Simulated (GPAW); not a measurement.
Set up this calculation in GPAW 26.7.0, as an ASE script.

| Quantity | Value |
| --- | --- |
| Task | electron localisation function |
| Functional | PBEsol |
| Potentials or basis | PAW data sets generated in the run's folder for this functional |
| Cutoff | 1040 eV |
| Basis | pw |
| k mesh | 11 × 11 × 11 |
| Occupations | fermi-dirac, width 0.05 eV |
| Spin | collinear spin, ferromagnetic start |
| Starting moments | [2.0, 0.0] μB |
| Hubbard terms | Co d U = 3.5 eV |
| Maxiter | 150 |
| Mixer | pulay beta=0.02 nmaxold=8 weight=100.0 |

The structure of CoO lies in CoO.xyz:

```xyz
2
Lattice="0.0000000000 2.1315000000 2.1315000000 2.1315000000 0.0000000000 2.1315000000 2.1315000000 2.1315000000 0.0000000000" Properties=species:S:1:pos:R:3 pbc="T T T"
Co     0.0000000000      0.0000000000      0.0000000000
O      2.1315000000      2.1315000000      2.1315000000
```

One way to write it, as run:

run.py

```python
from ase.dft.bandgap import bandgap
from ase.io import read, write
from ase.units import Bohr, GPa
from gpaw import GPAW, PW, setup_paths
from gpaw.elf import elf_from_dft_calculation

setup_paths.insert(0, '.')

atoms = read('CoO.xyz')
atoms.set_initial_magnetic_moments([2.0, 0.0])

calc = GPAW(mode=PW(1040),
            xc='PBEsol',
            kpts={'size': (11, 11, 11), 'gamma': True},
            occupations={'name': 'fermi-dirac', 'width': 0.05},
            setups={'Co': ':d,3.5'},
            nbands=17,
            convergence={'density': 1e-05, 'energy': 1e-05},
            mixer={'backend': 'pulay', 'beta': 0.02, 'nmaxold': 8, 'weight': 100.0},
            maxiter=150,
            txt='gpaw.txt')
atoms.calc = calc
energy = atoms.get_potential_energy()
forces = atoms.get_forces()
stress = atoms.get_stress()
calc.write('gs.gpw')
write('result.traj', atoms)
print(f'Energy: {energy:.6f} eV')
print('Forces (eV/A):')
print(forces.round(4))
print('Stress (GPa):', (stress / GPa).round(3))
print('Moments:', calc.get_magnetic_moments().round(3))
print('Fermi level:', round(calc.get_fermi_level(), 4), 'eV')
print(f'Gap: {bandgap(calc)[0]:.4f} eV, direct: {bandgap(calc, direct=True)[0]:.4f} eV')

# fields on the real-space grid
write('density.cube', atoms, data=calc.get_pseudo_density() * Bohr**3)
write('potential.cube', atoms, data=calc.get_electrostatic_potential())
write('spin.cube', atoms, data=(calc.get_pseudo_density(spin=0) - calc.get_pseudo_density(spin=1)) * Bohr**3)
write('elf.cube', atoms, data=elf_from_dft_calculation(calc).data)
```

Potentials or basis: PAW data sets generated in the run's folder for this functional, pw.

Command:

```sh
$ gpaw-setup -f PBEsol Co O
$ OMP_NUM_THREADS=1 python run.py
```

It gave:

```json
{
 "Pressure": "-7.3 GPa",
 "Band gap on the k mesh": "none (metal or under the smearing width)",
 "Net moment": "3.00 μB per cell",
 "Site moments": "Co +2.69; O +0.19 μB"
}
```

Caveat: a cell with one magnetic atom can't hold antiferromagnetic order, which such compounds often take.

Wall time 80 s on 1 thread of Intel(R) Xeon(R) CPU @ 2.60GHz (Ice Lake) (shared host), peak memory 0.21 GiB.
